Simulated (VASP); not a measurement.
# AgCl (Fm-3m) in VASP: a series of runs

One crystal, AgCl, is run at these levels: PBEsol, RPBE; tasks: relaxation of cell and atoms.

All numbers are computed with VASP 6.6.1; they aren't measurements. Logs are shortened: lines on timing, memory, paths and dates and some standing lists are left out, and cuts for length are marked.

### 1 Starting point

Symmetry: Fm-3m, No. 225, cubic system. Conventional cell: a = 5.545 Å, b = 5.545 Å, c = 5.545 Å, α = 90.00°, β = 90.00°, γ = 90.00°. Ag (site symmetry m-3m) is surrounded by 6 Cl at 2.77 Å. Around Cl (site symmetry m-3m) lie 6 Ag at 2.77 Å.

The cell is a database's computed one.

### 2 Relaxation of cell and atoms, PBEsol

INCAR reads:

```
SYSTEM = AgCl
PREC = Accurate
ENCUT = 580
EDIFF = 1E-7
ISMEAR = 0
SIGMA = 0.02
LREAL = .False.
LASPH = .True.
NELM = 100
ALGO = Normal
ISIF = 3
LWAVE = .False.
LCHARG = .False.
GGA = PS
IBRION = 2
NSW = 90
EDIFFG = -0.005
```

KPOINTS reads:

```
Automatic mesh
0
Gamma
  8 8 8
  0 0 0
```

POSCAR reads:

```
AgCl
1.0
    0.0000000000      2.7726630000      2.7726630000
    2.7726630000      0.0000000000      2.7726630000
    2.7726630000      2.7726630000      0.0000000000
Ag Cl
1 1
Direct
    0.0000000000      0.0000000000      0.0000000000
    0.5000000000      0.5000000000      0.5000000000
```

Potentials or basis: VASP PAW PBE potentials, release 64 (Ag, Cl).

Command:

```bash
$ cat potpaw_PBE.64/Ag/POTCAR potpaw_PBE.64/Cl/POTCAR > POTCAR
$ mpirun -np 1 vasp_std > vasp.out
```

OUTCAR:

```text
SYSTEM = AgCl
   PREC = Accurate
   ENCUT = 580
   EDIFF = 1E-7
   ISMEAR = 0
   LREAL = .False.
   LASPH = .True.
   NELM = 100
   ISIF = 3
   GGA = PS
   IBRION = 2
   NSW = 90
   EDIFFG = -0.005

 ion  position               nearest neighbor table
   1  0.000  0.000  0.000-   2 2.77   2 2.77   2 2.77   2 2.77   2 2.77   2 2.77
   2  0.500  0.500  0.500-   1 2.77   1 2.77   1 2.77   1 2.77   1 2.77   1 2.77

  LATTYP: Found a face centered cubic cell.
 ALAT       =     5.5453260000

  Lattice vectors:

 A1 = (   0.0000000000,   2.7726630000,   2.7726630000)
 A2 = (   2.7726630000,   0.0000000000,   2.7726630000)
 A3 = (   2.7726630000,   2.7726630000,   0.0000000000)

Analysis of symmetry for initial positions (statically):
=====================================================================
 Subroutine PRICEL returns:
 Original cell was already a primitive cell.

 Routine SETGRP: Setting up the symmetry group for a
 face centered cubic supercell.

 Subroutine GETGRP returns: Found 48 space group operations
 (whereof 48 operations were pure point group operations)
 out of a pool of 48 trial point group operations.

The static configuration has the point symmetry O_h .

Analysis of symmetry for dynamics (positions and initial velocities):
=====================================================================
 Subroutine PRICEL returns:
 Original cell was already a primitive cell.

 Routine SETGRP: Setting up the symmetry group for a
 face centered cubic supercell.

 Subroutine GETGRP returns: Found 48 space group operations
 (whereof 48 operations were pure point group operations)
 out of a pool of 48 trial point group operations.

The dynamic configuration has the point symmetry O_h .

 Subroutine INISYM returns: Found 48 space group operations
 (whereof 48 operations are pure point group operations),
 and found     1 'primitive' translations

----------------------------------------------------------------------------------------

                                     Primitive cell

  volume of cell :      42.6306

  direct lattice vectors                    reciprocal lattice vectors
     0.000000000  2.772663000  2.772663000    -0.180332049  0.180332049  0.180332049
     2.772663000  0.000000000  2.772663000     0.180332049 -0.180332049  0.180332049
     2.772663000  2.772663000  0.000000000     0.180332049  0.180332049 -0.180332049

  length of vectors
     3.921137618  3.921137618  3.921137618     0.312344271  0.312344271  0.312344271

  position of ions in fractional coordinates (direct lattice)
     0.000000000  0.000000000  0.000000000
     0.500000000  0.500000000  0.500000000

  ion indices of the primitive-cell ions
   primitive index   ion index
[... 71 lines left out ...]
   LASPH  =      T    aspherical Exc in radial PAW
   ENCUT  =  580.0 eV  42.63 Ry    6.53 a.u.   7.70  7.70  7.70*2*pi/ulx,y,z
   NELM   =    100;   NELMIN=  2; NELMDL= -5     # of ELM steps
   EDIFF  = 0.1E-06   stopping-criterion for ELM
   LREAL  =      F    real-space projection
   EDIFFG = -.5E-02   stopping-criterion for IOM
   NSW    =     90    number of steps for IOM
   IBRION =      2    ionic relax: 0-MD 1-quasi-New 2-CG
   NFREE  =      1    steps in history (QN), initial steepest desc. (CG)
   ISIF   =      3    stress and relaxation
   ISYM   =      2    0-nonsym 1-usesym 2-fastsym
   POTIM  = 0.5000    time-step for ionic-motion
   TEBEG  =    0.0;   TEEND  =   0.0 temperature during run
   PSTRESS=    0.0 pullay stress
   NELECT =      18.0000    total number of electrons
   NUPDOWN=      -1.0000    fix difference up-down
   EMIN   =  10.00;   EMAX   =-10.00  energy-range for DOS
   EFERMI =   0.00;   METHOD = LEGACY
   ISMEAR =     0;   SIGMA  =   0.02  broadening in eV -4-tet -1-fermi 0-gaus
   EFERMI_NEDOS =   21; number of points for ismear=-14 and -15
   IALGO  =     38    algorithm
   IMIX   =      4    mixing-type and parameters
     AMIX     =   0.40;   BMIX     =  1.00
     AMIX_MAG =   1.60;   BMIX_MAG =  1.00
  volume/ion in A,a.u.               =      21.32       143.84
  Fermi-wavevector in a.u.,A,eV,Ry     =   1.228170  2.320905 20.523058  1.508402
  Thomas-Fermi vector in A             =   2.363106
   LORBIT       =      0    0 simple, 1 ext, 2 COOP (PROOUT), +10 PAW based schemes
   GGA     = PS    functional components
   LHFCALC =     F    Hartree Fock is set to
   AEXX    =    0.0000 exact exchange contribution
   IVDW    =     0    specifies the selected vdW correction
   LEPSILON=     F    determine dielectric tensor
   LRPA    =     F    only Hartree local field effects (RPA)
 conjugate gradient relaxation of ions
 non-spin polarized calculation
 Gauss-broadening in eV      SIGMA  =   0.02
  energy-cutoff  :      580.00
  volume of cell :       42.63
 maximum number of plane-waves:      1366
   NGX = 15   NGY = 15   NGZ = 15

--------------------------------------- Ionic step        1  -------------------------------------------

 number of electron      18.0000002 magnetization

 Free energy of the ion-electron system (eV)
  ---------------------------------------------------
  ext. energy  EPLUGINS =         0.00000000
  ---------------------------------------------------
  free energy    TOTEN  =        -6.04186001 eV

  energy without entropy =       -6.04186001  energy(sigma->0) =       -6.04186001

 E-fermi :   3.8753     XC(G=0): -10.2184

 val. band max:        3.7190939086   @ k =   0.5000   0.0000   0.0000
 cond. band min:       4.4495037979   @ k =   0.0000   0.0000   0.0000
 fundamental gap:      0.7304098893
 Fermi energy:         3.8753248174

 k-point     1 :       0.0000    0.0000    0.0000
  band No.  band energies     occupation
      1     -11.4266      2.00000
      2       1.2423      2.00000
      3       1.2423      2.00000
      4       1.2423      2.00000
      5       1.2817      2.00000
      6       1.2817      2.00000
      7       1.3844      2.00000
      8       1.3844      2.00000
      9       1.3844      2.00000
     10       4.4495      0.00000
     11      14.4638      0.00000
     12      14.4638      0.00000
     13      14.4638      0.00000
[... 439 lines left out ...]
--------------------------------------- Ionic step        3  -------------------------------------------

 number of electron      17.9999997 magnetization

 Free energy of the ion-electron system (eV)
  ---------------------------------------------------
  ext. energy  EPLUGINS =         0.00000000
  ---------------------------------------------------
  free energy    TOTEN  =        -6.06209467 eV

  energy without entropy =       -6.06209467  energy(sigma->0) =       -6.06209467

 E-fermi :   4.5911     XC(G=0): -10.5058

 val. band max:        4.4328428975   @ k =   0.5000   0.0000   0.0000
 cond. band min:       5.1552947584   @ k =   0.0000   0.0000   0.0000
 fundamental gap:      0.7224518609
 Fermi energy:         4.5911376317

 k-point     1 :       0.0000    0.0000    0.0000
  band No.  band energies     occupation
      1     -11.0940      2.00000
      2       1.7181      2.00000
      3       1.7181      2.00000
      4       1.7181      2.00000
      5       1.7613      2.00000
      6       1.7613      2.00000
      7       1.8683      2.00000
      8       1.8683      2.00000
      9       1.8683      2.00000
     10       5.1553      0.00000
     11      15.1575      0.00000
     12      15.1575      0.00000
     13      15.1575      0.00000
[... 397 lines left out ...]
  FREE ENERGIE OF THE ION-ELECTRON SYSTEM (eV)
  ---------------------------------------------------
  free  energy   TOTEN  =        -6.0620946693 eV

  energy  without entropy=       -6.0620946693  energy(sigma->0) =       -6.06209467

 reached required accuracy - stopping structural energy minimisation
```

CONTCAR:

```text
AgCl
   1.00000000000000
     0.0000000000000000    2.7227045034774511    2.7227045034774511
     2.7227045034774511   -0.0000000000000000    2.7227045034774511
     2.7227045034774511    2.7227045034774511   -0.0000000000000000
  Ag              Cl
     1     1
Direct
     0.0000000000000000    0.0000000000000000    0.0000000000000000
     0.5000000000000000    0.5000000000000000    0.5000000000000000

  0.00000000E+00  0.00000000E+00  0.00000000E+00
  0.00000000E+00  0.00000000E+00  0.00000000E+00
```

Run time: 20 s. Hardware: 1 thread of Intel Xeon Platinum 8488C (Sapphire Rapids), shared host; peak memory 0.19 GiB.

Results:

| Quantity | Value |
| --- | --- |
| Free energy | -6.0621 eV |
| Relaxed volume | 20.18 Å³/atom |
| Relaxed cell | a = 3.850 Å, b = 3.850 Å, c = 3.850 Å, α = 60.00°, β = 60.00°, γ = 60.00° |
| Space group after relaxing (to 0.05 Å) | Fm-3m (No. 225) |
| Energy gained by relaxing | 10.1 meV/atom |
| Ionic steps | 3 |
| Pressure after relaxing | 0.0 GPa |
| Band gap on the k mesh | 0.72 eV, indirect (least direct gap 3.23 eV) |

The path:
| step | energy change (eV) | largest force (eV/Å) | pressure (GPa) | volume (Å³) |
| --- | --- | --- | --- | --- |
| 1 | 0.0000 | 0.0000 | -2.70 | 42.63 |
| 2 | -0.0202 | 0.0000 | -0.13 | 40.46 |
| 3 | -0.0202 | 0.0000 | -0.01 | 40.37 |

Final structure:
```yaml
crystal:
  lattice:
    - [0.00000, 2.72270, 2.72270]
    - [2.72270, 0.00000, 2.72270]
    - [2.72270, 2.72270, 0.00000]
  atoms:
    - { symbol: Ag, position: [0.00000, 0.00000, 0.00000] }
    - { symbol: Cl, position: [0.50000, 0.50000, 0.50000] }
```

Caveat: the PAW data sets were made with another functional, which shifts forces and pressure a little. As with any semilocal functional, this PBEsol gap is likely too small.

### 3 Relaxation of cell and atoms, RPBE

INCAR, as its differences from that of step 2:

```diff
@@ -2,3 +2,3 @@
 PREC = Accurate
-ENCUT = 580
+ENCUT = 600
 EDIFF = 1E-7
@@ -13,3 +13,3 @@
 LCHARG = .False.
-GGA = PS
+GGA = RP
 IBRION = 2
```

KPOINTS is that of step 2.

POSCAR is that of step 2.

Potentials or basis: VASP PAW PBE potentials, release 64 (Ag, Cl).

Command:

```bash
$ cat potpaw_PBE.64/Ag/POTCAR potpaw_PBE.64/Cl/POTCAR > POTCAR
$ mpirun -np 1 vasp_std > vasp.out
```

It took 28 s on 1 thread of Intel Xeon Platinum 8488C (Sapphire Rapids), shared host; peak memory 0.19 GiB.

It converged, with:

* Free energy: -4.7333 eV
* Relaxed volume: 23.90 Å³/atom
* Relaxed cell: a = 4.074 Å, b = 4.074 Å, c = 4.074 Å, α = 60.00°, β = 60.00°, γ = 60.00°
* Space group after relaxing (to 0.05 Å): Fm-3m (No. 225)
* Energy gained by relaxing: 33.3 meV/atom
* Ionic steps: 4
* Pressure after relaxing: 0.0 GPa
* Band gap on the k mesh: 1.16 eV, indirect (least direct gap 3.03 eV)

Step by step:
| step | energy change (eV) | largest force (eV/Å) | pressure (GPa) | volume (Å³) |
| --- | --- | --- | --- | --- |
| 1 | 0.0000 | 0.0000 | 4.66 | 42.63 |
| 2 | -0.0635 | 0.0000 | 0.83 | 46.57 |
| 3 | -0.0665 | 0.0000 | -0.09 | 47.93 |
| 4 | -0.0666 | 0.0000 | 0.00 | 47.80 |

Final structure:
```
Ag Cl
1.0
     0.00000    2.88054    2.88054
     2.88054    0.00000    2.88054
     2.88054    2.88054    0.00000
Ag Cl
1 1
Direct
  0.00000 0.00000 0.00000
  0.50000 0.50000 0.50000
```

Levels at points of the mesh, in eV from the valence-band top:
```
           k point  band 5  band 6  band 7  band 8  band 9  band 10  band 11  band 12  band 13
(0.00, 0.00, 0.00)   -1.98   -1.98   -1.87   -1.87   -1.87     1.16    10.98    10.98    10.98
(0.50, 0.00, 0.00)   -1.75   -1.75   -1.48    0.00    0.00     4.74     6.07     7.98     7.98
(0.50, 0.50, 0.00)   -2.24   -1.84   -1.66   -1.66   -1.63     2.69     8.35     8.49    11.13
```

Caveat: the PAW data sets were made with another functional, which shifts forces and pressure a little. A k mesh can miss the band edges.
